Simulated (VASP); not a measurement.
**HfS2 (1T (CdI2) bulk): one LDA single-point calculation in two programs**

```
Hf S
1.0
     3.63030    0.00000    0.00000
    -1.81515    3.14393    0.00000
     0.00000    0.00000    5.87836
Hf S
1 2
Direct
  0.00000 0.00000 0.00000
  0.33333 0.66667 0.24463
  0.66667 0.33333 0.75537
```

Each program uses its own PAW datasets. VASP's cell holds 22 valence electrons and Ansatz's 38. LDA means the Perdew–Zunger form with relativistic exchange in VASP and the Perdew–Wang form in Ansatz. Ansatz's stress includes a Pulay correction; VASP's doesn't.

Cutoffs: 520 eV in VASP, 420 eV in Ansatz. k meshes: 12×12×4 and 12×12×4.

```
                                VASP     Ansatz
gap between bands v and c    0.89 eV    0.87 eV
         least direct gap    1.74 eV    1.73 eV
                 pressure   -4.3 GPa   -4.0 GPa
            largest force  0.31 eV/Å  0.27 eV/Å
```

Band v is the last that the valence electrons fill when counted band by band, and c is the next. Levels in eV from the top of v, Ansatz:

```tsv
point	v−1	v	c	c+1
Γ	-0.12	-0.02	1.75	1.75
M	-2.04	-1.39	1.02	3.80
K	-2.23	-1.71	2.33	3.50
A	-0.26	-0.26	1.71	1.71
L	-1.13	-0.93	0.87	3.78
H	-1.88	-1.88	2.54	3.13
```

VASP:

```csv
point,v−1,v,c,c+1
Γ,-0.12,-0.02,1.77,1.77
M,-2.03,-1.38,1.04,3.81
K,-2.22,-1.68,2.35,3.52
A,-0.26,-0.26,1.73,1.73
L,-1.11,-0.91,0.89,3.80
H,-1.86,-1.86,2.55,3.15
```

Forces (eV/Å), VASP:

```
atom     Fx     Fy      Fz
  Hf  0.000  0.000   0.000
   S  0.000  0.000  -0.307
   S  0.000  0.000   0.307
```

Ansatz:

```csv
atom,Fx,Fy,Fz
Hf,0.000,0.000,0.000
S,0.000,0.000,-0.269
S,0.000,0.000,0.269
```
